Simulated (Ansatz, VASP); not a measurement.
# One calculation of Au, two programs

INCAR

```
ALGO = Fast
EDIFF = 1E-6
ENCUT = 520
GGA = CA
GGA_COMPAT = F
ISIF = 2
ISMEAR = -1
LASPH = T
LCHARG = T
LMAXMIX = 4
LORBIT = 11
LORBMOM = T
LREAL = F
LSORBIT = T
LVHAR = T
LWAVE = F
MAGMOM = 0 0 0
NBANDS = 22
NELM = 150
PREC = Accurate
SIGMA = 0.05
```

The input KPOINTS:

```
k-points
0
Gamma
  8 8 8
```

Contents of POSCAR:

```
Au
1.0
    0.0000000000      2.0350000000      2.0350000000
    2.0350000000      0.0000000000      2.0350000000
    2.0350000000      2.0350000000      0.0000000000
Au
1
Direct
    0.0000000000      0.0000000000      0.0000000000
```

Contents of input.yaml:

```yaml
crystal:
  lattice:
    - [0.0, 2.035, 2.035]
    - [2.035, 0.0, 2.035]
    - [2.035, 2.035, 0.0]
  atoms:
    - { symbol: Au, position: [0.0, 0.0, 0.0] }
kpoints:
  mp_grid: { grid: [8, 8, 8] }
  band_path:
    path:
      - [0.0, 0.0, 0.0]
      - [0.5, 0.0, 0.5]
      - [0.5, 0.25, 0.75]
      - [0.375, 0.375, 0.75]
      - [0.0, 0.0, 0.0]
      - [0.5, 0.5, 0.5]
      - [0.625, 0.25, 0.625]
      - [0.5, 0.25, 0.75]
    npoints: 12
scf:
  occupations: { method: fermi_dirac, width: 0.05 }
hamiltonian:
  xc: lda
  pseudopotentials: { kind: all_electron, lapw: { basis_error: 0.001 } }
magnetization:
  noncollinear: true
  spin_orbit: true
output:
  forces: true
  stress: true
  eigenvalues: true
```

Alike in both runs: functional LDA; k mesh 8 × 8 × 8; occupations fermi-dirac, width 0.05 eV; non-collinear spin, spin-orbit coupling.

|  | VASP | Ansatz |
| --- | --- | --- |
| version | VASP 6.6.1 | Ansatz 0.2.0 |
| potentials or method | VASP PAW LDA potentials, release 64 (Au) | all-electron LAPW, relativistic spinors |
| plane-wave cutoff (eV) | 520 | see its input |
| task | single point | band structure |

Ansatz gave:

| Quantity | Value |
| --- | --- |
| gap on the k mesh at the Fermi level (eV) | none |
| pressure (GPa) | -3.4 |
| net moment per atom (μB) | 0.00 |

Task: Estimate VASP's values.

Result: gap on the k mesh at the Fermi level (eV): none; pressure (GPa): -2.7; net moment per atom (μB): 0.00.

A gap of «none» marks a metal or a gap that the smearing closes. Ansatz ran all-electron here, so the differences hold the error of VASP's frozen core and of both bases.

Caveats: the k mesh is thin for a metal, which can move the energy by tens of meV per atom (Ansatz).
